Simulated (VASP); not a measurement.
# CaO (Fm-3m) in VASP: settings compared

The runs below take CaO through single point, with HSE(alpha, omega), PBEsol.

All numbers are computed with VASP 6.6.1; they aren't measurements. Logs are shortened: lines on timing, memory, paths and dates and some standing lists are left out, and cuts for length are marked.

## (1) Starting point

Symmetry: Fm-3m, No. 225, cubic system. Conventional cell: a = 4.807 Å, b = 4.807 Å, c = 4.807 Å, α = 90.00°, β = 90.00°, γ = 90.00°. Around Ca (site symmetry m-3m) lie 6 O at 2.40 Å. Around O (site symmetry m-3m) lie 6 Ca at 2.40 Å.

The cell is a database's computed one.

## (2) Single point, HSE(alpha, omega)

POSCAR reads:

```
CaO
1.0
    0.0000000000      2.4035556960      2.4035556960
    2.4035556960      0.0000000000      2.4035556960
    2.4035556960      2.4035556960      0.0000000000
Ca O
1 1
Direct
    0.0000000000      0.0000000000      0.0000000000
    0.5000000000      0.5000000000      0.5000000000
```

INCAR.step1 reads:

```
SYSTEM = CaO
PREC = Accurate
ENCUT = 520
EDIFF = 1E-5
ISMEAR = -1
SIGMA = 0.05
LREAL = .False.
LASPH = .True.
NELM = 80
ALGO = Normal
ISIF = 2
LWAVE = .True.
LCHARG = .False.
GGA = PE
```

INCAR.step2 reads:

```
SYSTEM = CaO
PREC = Accurate
ENCUT = 520
EDIFF = 1E-7
ISMEAR = -1
SIGMA = 0.05
LREAL = .False.
LASPH = .True.
NELM = 80
ALGO = Normal
ISIF = 2
LWAVE = .False.
LCHARG = .False.
GGA = PE
LHFCALC = .True.
HFSCREEN = 0.2
AEXX = 0.4
PRECFOCK = Fast
ISTART = 1
```

KPOINTS reads:

```
Automatic mesh
0
Gamma
  5 5 5
  0 0 0
```

Potentials or basis: VASP PAW PBE potentials, release 64 (Ca_sv, O).

The run is started by

```bash
cat potpaw_PBE.64/Ca_sv/POTCAR potpaw_PBE.64/O/POTCAR > POTCAR
cp INCAR.step1 INCAR
mpirun -np 1 vasp_std > vasp.out
cp INCAR.step2 INCAR
mpirun -np 1 vasp_std > vasp.out
```

OUTCAR:

```text
SYSTEM = CaO
   PREC = Accurate
   ENCUT = 520
   EDIFF = 1E-7
   ISMEAR = -1
   LREAL = .False.
   LASPH = .True.
   NELM = 80
   ISIF = 2
   GGA = PE
   LHFCALC = .True.
   HFSCREEN = 0.2
   AEXX = 0.4
   PRECFOCK = Fast
   ISTART = 1

 ion  position               nearest neighbor table
   1  0.000  0.000  0.000-   2 2.40   2 2.40   2 2.40   2 2.40   2 2.40   2 2.40
   2  0.500  0.500  0.500-   1 2.40   1 2.40   1 2.40   1 2.40   1 2.40   1 2.40

  LATTYP: Found a face centered cubic cell.
 ALAT       =     4.8071113920

  Lattice vectors:

 A1 = (   0.0000000000,   2.4035556960,   2.4035556960)
 A2 = (   2.4035556960,   0.0000000000,   2.4035556960)
 A3 = (   2.4035556960,   2.4035556960,   0.0000000000)

Analysis of symmetry for initial positions (statically):
=====================================================================
 Subroutine PRICEL returns:
 Original cell was already a primitive cell.

 Routine SETGRP: Setting up the symmetry group for a
 face centered cubic supercell.

 Subroutine GETGRP returns: Found 48 space group operations
 (whereof 48 operations were pure point group operations)
 out of a pool of 48 trial point group operations.

The static configuration has the point symmetry O_h .

Analysis of symmetry for dynamics (positions and initial velocities):
=====================================================================
 Subroutine PRICEL returns:
 Original cell was already a primitive cell.

 Routine SETGRP: Setting up the symmetry group for a
 face centered cubic supercell.

 Subroutine GETGRP returns: Found 48 space group operations
 (whereof 48 operations were pure point group operations)
 out of a pool of 48 trial point group operations.

The dynamic configuration has the point symmetry O_h .

 Subroutine INISYM returns: Found 48 space group operations
 (whereof 48 operations are pure point group operations),
 and found     1 'primitive' translations

----------------------------------------------------------------------------------------

                                     Primitive cell

  volume of cell :      27.7711

  direct lattice vectors                    reciprocal lattice vectors
     0.000000000  2.403555696  2.403555696    -0.208025136  0.208025136  0.208025136
[... 86 lines left out ...]
   ISMEAR =    -1;   SIGMA  =   0.05  broadening in eV -4-tet -1-fermi 0-gaus
   EFERMI_NEDOS =   21; number of points for ismear=-14 and -15
   IALGO  =     38    algorithm
   IMIX   =      1    mixing-type and parameters
     AMIX     =   0.40;   BMIX     =  1.00
     AMIX_MAG =   1.60;   BMIX_MAG =  1.00
  volume/ion in A,a.u.               =      13.89        93.70
  Fermi-wavevector in a.u.,A,eV,Ry     =   1.362231  2.574243 25.247954  1.855672
  Thomas-Fermi vector in A             =   2.488738
   LORBIT       =      0    0 simple, 1 ext, 2 COOP (PROOUT), +10 PAW based schemes
   GGA     = PE    functional components
   LHFCALC =     T    Hartree Fock is set to
   PRECFOCK=fast      Normal, Fast or Accurate (Low or Medium for compatibility)
   ENCUT4O =  -1.0   cutoff for four orbital integrals eV
   NKREDX  =     1    reduce k-point grid by
   NKREDY  =     1    reduce k-point grid by
   NKREDZ  =     1    reduce k-point grid by
   AEXX    =    0.4000 exact exchange contribution
   HFSCREEN=    0.2000 screening length (either q_TF or 0.3 A-1)
   HFSCREENC=   0.2000 screening length for correlation (either q_TF or 0.3 A-1)
   ENCUTFOCK=  -1.0 apply spherical cutoff to Coloumb kernel
   IVDW    =     0    specifies the selected vdW correction
   LEPSILON=     F    determine dielectric tensor
   LRPA    =     F    only Hartree local field effects (RPA)
 non-spin polarized calculation
  energy-cutoff  :      520.00
  volume of cell :       27.77
 maximum number of plane-waves:       763
 NGX is ok and might be reduce to    28
  NGX = 16; NGY = 16; NGZ = 16

 number of electron      15.9999997 magnetization

 Free energy of the ion-electron system (eV)
  ---------------------------------------------------
  ext. energy  EPLUGINS =         0.00000000
  ---------------------------------------------------
  free energy    TOTEN  =       -16.21720355 eV

  energy without entropy =      -16.21720355  energy(sigma->0) =      -16.21720355

 E-fermi :   1.6203     XC(G=0):  -7.4813

 val. band max:        0.5835526579   @ k =   0.0000   0.0000   0.0000
 cond. band min:       7.1717464130   @ k =   0.4000   0.4000   0.0000
 fundamental gap:      6.5881937551
 Fermi energy:         1.6203413550

 k-point     1 :       0.0000    0.0000    0.0000
  band No.  band energies     occupation
      1     -41.0783      2.00000
      2     -19.4833      2.00000
      3     -19.4833      2.00000
      4     -19.4833      2.00000
      5     -17.3416      2.00000
      6       0.5835      2.00000
      7       0.5835      2.00000
      8       0.5836      2.00000
      9       7.7979      0.00000
     10      10.0336      0.00000
     11      10.0336      0.00000
     12      10.0336      0.00000
[... 121 lines left out ...]
 k-point    10 :      -0.4000    0.4000    0.2000
  band No.  band energies     occupation
      1     -40.9456      2.00000
      2     -20.3153      2.00000
      3     -19.8425      2.00000
      4     -19.7369      2.00000
      5     -16.4347      2.00000
      6      -1.2033      2.00000
      7      -0.5667      2.00000
      8      -0.4059      2.00000
      9       9.1991      0.00000
     10      11.0159      0.00000
     11      12.6211      0.00000
     12      13.6247      0.00000

------------------------ aborting loop because EDIFF is reached ----------------------------------------

  FORCE on cell =-STRESS in cart. coord.  units (eV):
  Direction    XX          YY          ZZ          XY          YZ          ZX
  --------------------------------------------------------------------------------------
  -------------------------------------------------------------------------------------
  Total       -0.2068956     -0.2068956     -0.2068956      0.0000000      0.0000000     -0.0000000
  in kB      -11.9362850    -11.9362850    -11.9362850      0.0000000      0.0000000     -0.0000000
  external PRESSURE =     -11.9362850 kB  Pullay stress =       0.0000000 kB

 VOLUME and BASIS-vectors are now :
 -----------------------------------------------------------------------------
  energy-cutoff  :      520.00
  volume of cell :       27.77
      direct lattice vectors                 reciprocal lattice vectors
     0.000000000  2.403555696  2.403555696    -0.208025136  0.208025136  0.208025136
     2.403555696  0.000000000  2.403555696     0.208025136 -0.208025136  0.208025136
     2.403555696  2.403555696  0.000000000     0.208025136  0.208025136 -0.208025136

 POSITION                                       TOTAL-FORCE (eV/Angst)
 -----------------------------------------------------------------------------------
      0.00000      0.00000      0.00000         0.000000      0.000000     -0.000000
      2.40356      2.40356      2.40356        -0.000000     -0.000000      0.000000
 -----------------------------------------------------------------------------------
    total drift:                               -0.000000      0.000000     -0.000000

  FREE ENERGIE OF THE ION-ELECTRON SYSTEM (eV)
  ---------------------------------------------------
  free  energy   TOTEN  =       -16.2172035464 eV

  energy  without entropy=      -16.2172035463  energy(sigma->0) =      -16.21720355
```

OUTCAR.step1:

```text
SYSTEM = CaO
   PREC = Accurate
   ENCUT = 520
   EDIFF = 1E-5
   ISMEAR = -1
   LREAL = .False.
[... 356 lines left out ...]
      0.00000      0.00000      0.00000         0.000000     -0.000000      0.000000
      2.40356      2.40356      2.40356        -0.000000      0.000000     -0.000000
 -----------------------------------------------------------------------------------
    total drift:                                0.000000      0.000000      0.000000

  FREE ENERGIE OF THE ION-ELECTRON SYSTEM (eV)
  ---------------------------------------------------
  free  energy   TOTEN  =       -12.8006954966 eV

  energy  without entropy=      -12.8006954966  energy(sigma->0) =      -12.80069550
```

Wall time 2.7 min (1 thread of Intel Xeon 6975P-C (Granite Rapids), shared host); peak memory 0.26 GiB.

What came out:

```yaml
Free_energy: -16.2172 eV
Pressure: -1.2 GPa
Band_gap_on_the_k_mesh: 6.59 eV, indirect (least direct gap 7.03 eV)
```

Caveat: the k mesh is coarse (spacing up to 0.45 Å⁻¹), so the values aren't converged, least of all with exact exchange; the PAW data sets were made with another functional, which shifts forces and pressure a little; an odd mesh through Γ misses points on the zone boundary, where band edges often lie.

## (3) Single point, HSE(alpha, omega)

POSCAR is that of step 2.

INCAR.step1 is that of step 2.

Edit INCAR.step2 of step 2 so:

```diff
@@ -16,3 +16,3 @@
 HFSCREEN = 0.2
-AEXX = 0.4
+AEXX = 0.5
 PRECFOCK = Fast
```

KPOINTS is that of step 2.

Potentials or basis: VASP PAW PBE potentials, release 64 (Ca_sv, O).

The run is started by

```bash
cat potpaw_PBE.64/Ca_sv/POTCAR potpaw_PBE.64/O/POTCAR > POTCAR
cp INCAR.step1 INCAR
mpirun -np 1 vasp_std > vasp.out
cp INCAR.step2 INCAR
mpirun -np 1 vasp_std > vasp.out
```

OUTCAR:

```text
SYSTEM = CaO
   PREC = Accurate
   ENCUT = 520
   EDIFF = 1E-7
   ISMEAR = -1
   LREAL = .False.
   LASPH = .True.
   NELM = 80
   ISIF = 2
   GGA = PE
   LHFCALC = .True.
   HFSCREEN = 0.2
   AEXX = 0.5
   PRECFOCK = Fast
   ISTART = 1

 ion  position               nearest neighbor table
   1  0.000  0.000  0.000-   2 2.40   2 2.40   2 2.40   2 2.40   2 2.40   2 2.40
   2  0.500  0.500  0.500-   1 2.40   1 2.40   1 2.40   1 2.40   1 2.40   1 2.40

[... 333 lines left out ...]

------------------------ aborting loop because EDIFF is reached ----------------------------------------

  FORCE on cell =-STRESS in cart. coord.  units (eV):
  Direction    XX          YY          ZZ          XY          YZ          ZX
  --------------------------------------------------------------------------------------
  -------------------------------------------------------------------------------------
  Total       -0.3540698     -0.3540698     -0.3540698      0.0000000      0.0000000      0.0000000
  in kB      -20.4271060    -20.4271060    -20.4271060      0.0000000      0.0000000      0.0000000
  external PRESSURE =     -20.4271060 kB  Pullay stress =       0.0000000 kB

 VOLUME and BASIS-vectors are now :
 -----------------------------------------------------------------------------
  energy-cutoff  :      520.00
  volume of cell :       27.77
      direct lattice vectors                 reciprocal lattice vectors
     0.000000000  2.403555696  2.403555696    -0.208025136  0.208025136  0.208025136
     2.403555696  0.000000000  2.403555696     0.208025136 -0.208025136  0.208025136
     2.403555696  2.403555696  0.000000000     0.208025136  0.208025136 -0.208025136

 POSITION                                       TOTAL-FORCE (eV/Angst)
 -----------------------------------------------------------------------------------
      0.00000      0.00000      0.00000        -0.000000      0.000000      0.000000
      2.40356      2.40356      2.40356         0.000000     -0.000000      0.000000
 -----------------------------------------------------------------------------------
    total drift:                               -0.000001      0.000006      0.000001

  FREE ENERGIE OF THE ION-ELECTRON SYSTEM (eV)
  ---------------------------------------------------
  free  energy   TOTEN  =       -17.1172495705 eV

  energy  without entropy=      -17.1172495705  energy(sigma->0) =      -17.11724957
```

Run time: 2.8 min. Hardware: 1 thread of Intel Xeon 6975P-C (Granite Rapids), shared host; peak memory 0.26 GiB.

What came out:

* Free energy: -17.1172 eV
* Pressure: -2.0 GPa
* Band gap on the k mesh: 7.32 eV, indirect (least direct gap 7.77 eV)

Levels at points of the mesh, in eV from the valence-band top:
```csv
k point,band 6,band 7,band 8,band 9,band 10,band 11
"(0.00, 0.00, 0.00)",0.00,0.00,0.00,7.88,10.29,10.29
```

Caveat: the k mesh is coarse (spacing up to 0.45 Å⁻¹), so the values aren't converged, least of all with exact exchange; the PAW data sets were made with another functional, which shifts forces and pressure a little; an odd mesh through Γ misses points on the zone boundary, where band edges often lie.

(Part 1 of 2 ends here.)
